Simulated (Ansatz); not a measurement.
# Formation energy and levels of the substitutional impurity Ca_Al in AlN (P6_3mc)

Wanted: the transition levels of a substitutional impurity in AlN (P6_3mc), from a cell of 72 host atoms with 1 Al taken out and 1 Ca put in.

Program: Ansatz 0.2.0. Level of theory: place-levels on r2SCAN runs: charge-transition levels and formation energies with image-charge correction and potential alignment at the atomic sites; PAW set soft_1. Results are calculated unless marked as measured.

**1. Starting point**

The cell holds 72 atoms: 35 Al, 36 N and 1 Ca. Its edges and angles: a = 9.320 Å, b = 9.320 Å, c = 9.956 Å, α = 90.0°, β = 90.0°, γ = 120.0°. It derives from AlN (space group P6_3mc). Nearest the centre at fractional (0.444, 0.556, 0.500): Ca34 at 0.00 Å, N11 at 1.89 Å, N43 at 1.89 Å, N35 at 1.89 Å, N40 at 1.90 Å, Al9 at 3.07 Å, Al13 at 3.07 Å, Al41 at 3.07 Å.

Structure file:

```xyz
72
Lattice="9.3196 0.0000 0.0000 -4.6598 8.0710 0.0000 0.0000 0.0000 9.9565" Properties=species:S:1:pos:R:3 pbc="T T T"
Al    1.5533    0.8968    2.4852
Al    0.0000    1.7936    4.9743
N     1.5533    0.8968    4.3848
N     0.0000    1.7936    1.8957
Al    1.5533    0.8968    7.4634
Al    0.0000    1.7936    9.9525
N     1.5533    0.8968    9.3631
N     0.0000    1.7936    6.8739
Al    0.0000    3.5871    2.4852
Al   -1.5533    4.4839    4.9743
N     0.0000    3.5871    4.3848
N    -1.5533    4.4839    1.8957
Al    0.0000    3.5871    7.4634
Al   -1.5533    4.4839    9.9525
N     0.0000    3.5871    9.3631
N    -1.5533    4.4839    6.8739
Al   -1.5533    6.2774    2.4852
Al   -3.1065    7.1742    4.9743
N    -1.5533    6.2774    4.3848
N    -3.1065    7.1742    1.8957
Al   -1.5533    6.2774    7.4634
Al   -3.1065    7.1742    9.9525
N    -1.5533    6.2774    9.3631
N    -3.1065    7.1742    6.8739
Al    4.6598    0.8968    2.4852
Al    3.1065    1.7936    4.9743
N     4.6598    0.8968    4.3848
N     3.1065    1.7936    1.8957
Al    4.6598    0.8968    7.4634
Al    3.1065    1.7936    9.9525
N     4.6598    0.8968    9.3631
N     3.1065    1.7936    6.8739
Al    3.1065    3.5871    2.4852
Ca    1.5533    4.4839    4.9743
N     3.1065    3.5871    4.3848
N     1.5533    4.4839    1.8957
Al    3.1065    3.5871    7.4634
Al    1.5533    4.4839    9.9525
N     3.1065    3.5871    9.3631
N     1.5533    4.4839    6.8739
Al    1.5533    6.2774    2.4852
Al    0.0000    7.1742    4.9743
N     1.5533    6.2774    4.3848
N     0.0000    7.1742    1.8957
Al    1.5533    6.2774    7.4634
Al    0.0000    7.1742    9.9525
N     1.5533    6.2774    9.3631
N     0.0000    7.1742    6.8739
Al    7.7663    0.8968    2.4852
Al    6.2130    1.7936    4.9743
N     7.7663    0.8968    4.3848
N     6.2130    1.7936    1.8957
Al    7.7663    0.8968    7.4634
Al    6.2130    1.7936    9.9525
N     7.7663    0.8968    9.3631
N     6.2130    1.7936    6.8739
Al    6.2130    3.5871    2.4852
Al    4.6598    4.4839    4.9743
N     6.2130    3.5871    4.3848
N     4.6598    4.4839    1.8957
Al    6.2130    3.5871    7.4634
Al    4.6598    4.4839    9.9525
N     6.2130    3.5871    9.3631
N     4.6598    4.4839    6.8739
Al    4.6598    6.2774    2.4852
Al    3.1065    7.1742    4.9743
N     4.6598    6.2774    4.3848
N     3.1065    7.1742    1.8957
Al    4.6598    6.2774    7.4634
Al    3.1065    7.1742    9.9525
N     4.6598    6.2774    9.3631
N     3.1065    7.1742    6.8739
```

Known beforehand: the electronic dielectric constant, (4.49, 4.49, 4.72), and the static one, (8.15, 8.15, 9.65), computed on the host (DFPT, PBEsol, on the r2SCAN cell), and a cell off the functional's own equilibrium shifts the ionic part.

The cell's shortest repeat is 9.3 Å.

**2. The runs of each charge state**

Levels follow from differences of total energies between charge states, each relaxed by itself.

Random displacements of about 0.05 Å break the site symmetry at the start, so that the relaxation can reach a distorted minimum if there is one. Forces are taken at one point at (¼, ¼, ¼). The cell holds 1 electron more than the neutral one, with a uniform background that keeps it neutral on the whole.

The sampling was tested on the host first: at the k-points planned (1x1x1 shifted 0.25 0.25 0.25) its energy lies -0.014 eV an atom from the dense-mesh value, under the bound of 0.02 eV set for this test; that bounds the host's error, not the defect's.

One state's input; the others differ in charge, spin, start and seed, and in occupations where the table says so.

qm1.relax/input.yaml reads:

```yaml
crystal:
  lattice:
    - [3.10652185, 3.0e-08, 0.0]
    - [-1.55326095, 2.69032682, 0.0]
    - [0.0, 0.0, 4.97823886]
  atoms:
    - { symbol: Al, position: [0.66666667, 0.33333333, 0.49920333] }
    - { symbol: Al, position: [0.33333333, 0.66666667, 0.99920333] }
    - { symbol: "N", position: [0.66666667, 0.33333333, 0.88079667] }
    - { symbol: "N", position: [0.33333333, 0.66666667, 0.38079667] }
  supercell: [3, 3, 2]
  defects: [{ substitution: { at: 33, symbol: Ca } }]
total_charge: -1
basis:
  ecutwfc: 500
  xc_grid: 2
hamiltonian:
  xc: r2scan
  pseudopotentials: { kind: paw, azcp: { folder: soft_1 } }
kpoints:
  mp_grid: { grid: [1, 1, 1], shift: [0.25, 0.25, 0.25] }
scf:
  occupations: { method: fixed }
  max_iter: 80
output:
  forces: true
  charged_corrections: { epsilon: [4.49, 4.49, 4.72], static_epsilon: [8.15, 8.15, 9.65] }
relax:
  f_tol: 0.02
  max_steps: 80
  random_displacement: { amplitude: 0.05, seed: 9860 }
checkpoint:
  write: "../qm1.relax.run"
  compress: false
  write_wavefunctions: true
  write_every: 100000
```

Started as:

```console
$ ansatz run input.yaml --threads 4 --pin off --max-ram 7536MiB --backend cpu --events-out ev --progress --plain --runs-dir out
```

Defect states can disperse in a cell of this size, so the energy is taken again at a 2×2×2 shifted mesh, on the relaxed structure.

The run of this state that the levels use, under r2SCAN:

qm1.point/input.yaml reads:

```yaml
crystal:
  checkpoint: "../qm1.relax.run"
  host: checkpoint
total_charge: -1
basis:
  ecutwfc: 500
  xc_grid: 2
hamiltonian:
  xc: r2scan
  pseudopotentials: { kind: paw, azcp: { folder: soft_1 } }
kpoints:
  mp_grid: { grid: [2, 2, 2], shift: [0.5, 0.5, 0.5] }
scf:
  occupations: { method: fermi_dirac, width: 0.01 }
  max_iter: 80
output:
  forces: true
  eigenvalues: true
  charged_corrections:
    epsilon: [4.49, 4.49, 4.72]
    static_epsilon: [8.15, 8.15, 9.65]
    defect_position: [0.444444, 0.555556, 0.499602]
  eigenstates: { localisation: true }
  populations: true
  band_densities: [{ bands: [v1, v1] }, { bands: [c1, c1] }]
  write_density: true
  write_potential: true
  volumetric_format: npy
checkpoint:
  read: "../qm1.relax.run"
  write: "../qm1.point.run"
  compress: false
  write_wavefunctions: false
  write_every: 100000
```

Relaxations under r2SCAN at one point at (¼, ¼, ¼); times on 4 threads of Intel Xeon Platinum 8259CL at 2.50GHz (Skylake/Cascade Lake), shared host:

```tsv
charge	moment (μB)	occupations	outcome	steps	largest displacement against the far atoms (Å)	time
−1	0	fixed	converged	8	0.31	2.3 min
0	1	fixed	converged	12	0.40	9.9 min
+1	0	fixed	not converged	-	-	100 s
+1	0	fermi-dirac	converged	12	0.38	4.8 min
+1	2	fixed	converged	12	0.35	7.9 min
```

Single points under r2SCAN at a 2×2×2 shifted mesh; times on 4 threads of Intel Xeon Platinum 8259CL at 2.50GHz (Skylake/Cascade Lake), shared host:

```tsv
charge	moment (μB)	occupations	outcome	time
−1	0	fermi-dirac	converged	58 s
0	1	fermi-dirac	converged	3.3 min
+1	0	fermi-dirac	converged	1.7 min
+1	2	fermi-dirac	converged	4.3 min
```

Distances (Å) from Ca34 to the nearest atoms after relaxation with r2SCAN:

```tsv
charge	moment (μB)	1.	2.	3.	4.	5.	6.
−1	0	N 2.16	N 2.17	N 2.17	N 2.22	N 3.05	Al 3.11
0	1	N 2.17	N 2.17	N 2.18	N 2.23	N 2.92	Al 3.07
+1	0	N 2.18	N 2.19	N 2.19	N 2.26	N 2.85	Al 3.04
+1	2	N 2.19	N 2.21	N 2.21	N 2.23	N 2.88	Al 3.08
```

**3. Placing the levels, r2SCAN**

A charged cell interacts with its images and the background, and its potential has another zero than the host's. place-levels removes the first by a point-charge model, screened by the static dielectric constant since the ions have relaxed around the charge, and the second by comparing potentials at atoms far from the defect.

The host is a run of the defect-free crystal in the same cutoffs, grids and k-points, so that basis and sampling errors cancel in part in the differences. The host is run in a cell of 8 atoms on a matching mesh. Its band edges are searched through the zone by a band path, so the gap is smaller than, or equal to, that on the mesh. Chemical potentials are energies per atom of Al (fcc) and Ca (fcc), run with the same functional and cutoff.

levels.point.yaml reads:

```yaml
host:
  run: host.point.run
states: [qm1.point.run, q0_M1.point.run, qp1.point.run, qp1_M2.point.run]
geometry_from:
  qm1.point.run: qm1.relax.run
  q0_M1.point.run: q0_M1.relax.run
  qp1.point.run: qp1.relax_smeared.run
  qp1_M2.point.run: qp1_M2.relax.run
  host.point.run: host.relax.run
chemical_potentials:
  Al:
    energy: -540.418346
    dataset: <sha256 of the dataset>
  Ca:
    energy: -1821.671293
    dataset: <sha256 of the dataset>
epsilon: [4.49, 4.49, 4.72]
static_epsilon: [8.15, 8.15, 9.65]
vertical:
  - { from: qm1.point.run, to: qm1.point_neutral.run }
  - { from: qp1.point.run, to: qp1.point_neutral.run }
  - { from: qp1_M2.point.run, to: qp1_M2.point_neutral.run }
```

Started as:

```console
$ ansatz place-levels levels.point.yaml -- --threads 4 --pin off --max-ram 7536MiB
```

Numbers of over 12 decimals in the logs are rounded to 6 here.

Log:

```text
[... repeated set-up lines and file paths are left out, and long positions are rounded to six places ...]
(+1/0) 0.184 eV above the valence edge, 4.693 eV under the conduction edge
(0/-1) 0.794 eV above the valence edge, 4.084 eV under the conduction edge
formation energy of charge +1: +4.543 eV with the Fermi level at the valence edge
formation energy of charge 0: +4.728 eV with the Fermi level at the valence edge
formation energy of charge -1: +5.522 eV with the Fermi level at the valence edge
vertical -1 to 0: no energy, since no alignment is typed
  the change from vertical[0].from (qm1.point.run) to vertical[0].to (qm1.point_neutral.run): by its potential at epsilon [4.49, 4.49, 4.72] it stands at 0.498 0.502 0.439, with an rms radius of about 2.4 Å (1.6 1.6 1.0 Å across the planes of the cell's [...]
vertical +1 to 0: no energy, since no alignment is typed
  the change from vertical[1].from (qp1.point.run) to vertical[1].to (qp1.point_neutral.run): by its potential at epsilon [4.49, 4.49, 4.72] it stands at 0.489 0.507 0.450, with an rms radius of about 3.0 Å (1.8 1.8 1.6 Å across the planes of the cell's [...]
vertical +1 to 0: no energy, since no alignment is typed
  the change from vertical[2].from (qp1_M2.point.run) to vertical[2].to (qp1_M2.point_neutral.run): by its potential at epsilon [4.49, 4.49, 4.72] it stands at 0.512 0.486 0.438, with an rms radius of about 2.3 Å (1.6 1.6 0.4 Å across the planes of the cell's [...]
  edges by r2scan, gap 4.878 eV; the host is sampled to repeats of 18.64 Å
  the defect's cells are sampled to repeats of 18.64 Å, like sampling
  charge +1: -34709.1396 eV with its correction of +0.361 eV, at epsilon [8.15, 8.15, 9.65], aligned at sites: +0.0983 eV, mean over 33 atomic sites at or beyond 4.66 Å from the host's site at [0.4444, 0.5556, 0.4997] by the defect at [0.4444, 0.5556, [...]
  charge 0: +0.000 eV for its dipole among its images, +0.000 omitted
  charge -1: -34694.3252 eV with its correction of +0.106 eV, at epsilon [8.15, 8.15, 9.65], aligned at sites: +0.1566 eV, mean over 33 atomic sites at or beyond 4.66 Å from the host's site at [0.4444, 0.5556, 0.4997] by the defect at [0.4444, 0.5556, [...]
  charge +1: states[2] (qp1.point.run) stands 0.432 eV higher, with a moment of 0.00 μB against 2.00
  states[2] (qp1.point.run): levels filled in part (TS 0.018 eV): its energy is of no whole electron's
  of states[3] (qp1_M2.point.run): it parts from the run at its places by a charge that spreads by about 1.6 Å along one vector (1.4 Å or more is wide), by its potential at epsilon [4.49, 4.49, 4.72], taken for that of held ions (one typed too small widens [...]
  of states[1] (q0_M1.point.run): its displacements don't fall off away from the defect: farther atoms stand 0.014 Å off the host's places. [...]
  of states[0] (qm1.point.run): it parts from the run at its places by a charge that spreads by about 1.6 Å along one vector (1.4 Å or more is wide), by its potential at epsilon [4.49, 4.49, 4.72], taken for that of held ions (one typed too small widens it), [...]
  of states[2] (qp1.point.run): it parts from the run at its places by a charge that spreads by about 1.8 Å along one vector (1.4 Å or more is wide), by its potential at epsilon [4.49, 4.49, 4.72], taken for that of held ions (one typed too small widens it), [...]
  of vertical[0].from (qm1.point.run): its displacements don't fall off away from the defect: farther atoms stand 0.014 Å off the host's places. [...]
  vertical[0].to (qm1.point_neutral.run): levels filled in part (TS 0.009 eV): its energy is of no whole electron's
  of vertical[0].to (qm1.point_neutral.run): its displacements don't fall off away from the defect: farther atoms stand 0.014 Å off the host's places. [...]
  vertical[1].from (qp1.point.run): levels filled in part (TS 0.018 eV): its energy is of no whole electron's
  of vertical[1].from (qp1.point.run): its displacements don't fall off away from the defect: farther atoms stand 0.017 Å off the host's places. [...]
  vertical[1].to (qp1.point_neutral.run): levels filled in part (TS 0.007 eV): its energy is of no whole electron's
  of vertical[1].to (qp1.point_neutral.run): its displacements don't fall off away from the defect: farther atoms stand 0.017 Å off the host's places. [...]
  of vertical[2].from (qp1_M2.point.run): its displacements don't fall off away from the defect: farther atoms stand 0.017 Å off the host's places. [...]
  of vertical[2].to (qp1_M2.point_neutral.run): its displacements don't fall off away from the defect: farther atoms stand 0.017 Å off the host's places. [...]
```

The job ended after 0.89 s (4 threads of Intel Xeon Platinum 8259CL at 2.50GHz (Skylake/Cascade Lake), shared host).

Levels between the charges placed, in eV above the valence top:

```tsv
	gap (eV)	(+1/0)	(0/−1)
r2SCAN	4.88	0.18	0.79
```

Corrections by state:

```tsv
charge	moment (μB)	image terms and alignment (eV)	band filling (eV)	ε used	over the lowest of its charge, as the program ranks them, band filling apart (eV)
+1	2.0	0.361	-	principal values (8.15, 8.15, 9.65)	0.000
0	1.0	0.000	-	-	0.000
−1	0.0	0.106	-	principal values (8.15, 8.15, 9.65)	0.000
+1	0.0	0.342	-	principal values (8.15, 8.15, 9.65)	0.432
```

The charged structures listed were also run neutral, and place-levels reads from each pair, by the potential or the spins, how wide the charge is by which they differ; that can be the carrier of either run.

```tsv
charge	rms radius (Å)	spread where it is widest against the cell (Å)	wide from (Å)	reading
+1	2.3	1.60	1.40	wide
−1	2.4	1.59	1.40	wide
```

The neutral runs of these pairs need not share the spin of the lowest neutral state, and very wide values only mean spread over the cell.

From the program's caveats on the states, each cut to its opening words:

- charge +1 (2 μB), −1: it parts from the run at its places by a charge that spreads by about 1.6 Å along one vector (1.4 Å or more is wide), by its potential at epsilon [4.49, 4.49, [...]
- charge +1 (2 μB): its alignment with the host at atomic sites is doubtful: the mean over the far sites moves by -0.1030 eV from their farther parts to their nearer, more than [...]
- charge +1 (2 μB), +1: its displacements don't fall off away from the defect: farther atoms stand 0.017 Å off the host's places
- charge +1 (2 μB), 0 (1 μB): flagged: stability check not made
- charge 0 (1 μB), −1: its displacements don't fall off away from the defect: farther atoms stand 0.014 Å off the host's places
- charge +1: it parts from the run at its places by a charge that spreads by about 1.8 Å along one vector (1.4 Å or more is wide), by its potential at epsilon [4.49, 4.49, [...]
- charge +1: its alignment with the host at atomic sites is doubtful: the mean over the far sites moves by -0.0919 eV from their farther parts to their nearer, more than [...]

Chemical potentials of the elements' reference phases, run alike. Formation energies (elemental references), with the Fermi level at the valence top and at the conduction bottom (gap 4.88 eV):

```tsv
charge	at valence top (eV)	at conduction bottom (eV)	correction included (eV)
+1	4.54	9.42	0.36
0	4.73	4.73	0.00
−1	5.52	0.64	0.11
```

```tsv
Fermi level (eV)	lowest formation energy (eV)
0.00	4.54
0.44	4.73
0.89	4.64
1.33	4.19
1.77	3.75
2.22	3.31
2.66	2.86
3.11	2.42
3.55	1.97
3.99	1.53
4.43	1.09
4.88	0.64
```

**4. Results**

| Item | Value |
| --- | --- |
| gap of the host | 4.88 eV (r2SCAN) |
| level (plus 1/0) | 0.18 eV above the valence top |
| level (0/minus 1) | 0.79 eV above the valence top |
| lowest of the charges placed, just above the valence top (0.02 eV) | +1 |
| lowest of the charges placed, just below the conduction bottom (0.02 eV) | −1 |
| lowest formation energy at mid-gap of the charges run, elemental references | 3.08 eV |

**Reading.** Of the charges placed (−1, 0 and +1), the lowest changes at 0.18 eV (+1/0) and 0.79 eV (0/−1) above the valence top, in a gap of 4.88 eV. (+1/0) lies nearer to a band edge than the share of the finite-size correction in it (0.36 eV), and that correction holds for a localised charge alone. Charges above +1 and below −1 were not placed, so these runs say nothing of levels that involve them. States placed: +1 at 2 μB and 0 μB; 0 at 1 μB; −1 at 0 μB. Other spin states or structures, where not listed, weren't placed. Ca is taken at its element; compounds, which aren't counted here, bound the chemical potentials and would shift these formation energies. The program doubts the alignment of potentials for at least one state, a sign that the cell is small. Keep in mind: r2SCAN makes the gap too small and tends to spread out bound carriers; where a gas molecule sets a chemical potential or the host's formation energy, its binding is uncorrected; force components of up to 0.20 eV/Å remain in a run at the final settings.

[Logs are printed without paths, hosts, clocks, repeated set-up lines and the standing remarks that a program may print on its own settings, such as how far it seeks lower states.]

[Hosts, paths, dates, database ids (printed as entryN), source tags and the programs' standing remarks are cut or masked in the printed files.]

[Where a table of states has a column of steps, it counts the stored structures, which are thinned; the runs took as many ionic steps or more.]

[A defect's name tells the site on which it was built; relaxed atoms can leave that site.]

[For some hosts the program warned that the k-mesh of the response run may be too coarse for force constants and the static dielectric constant; such warnings are not shown here.]
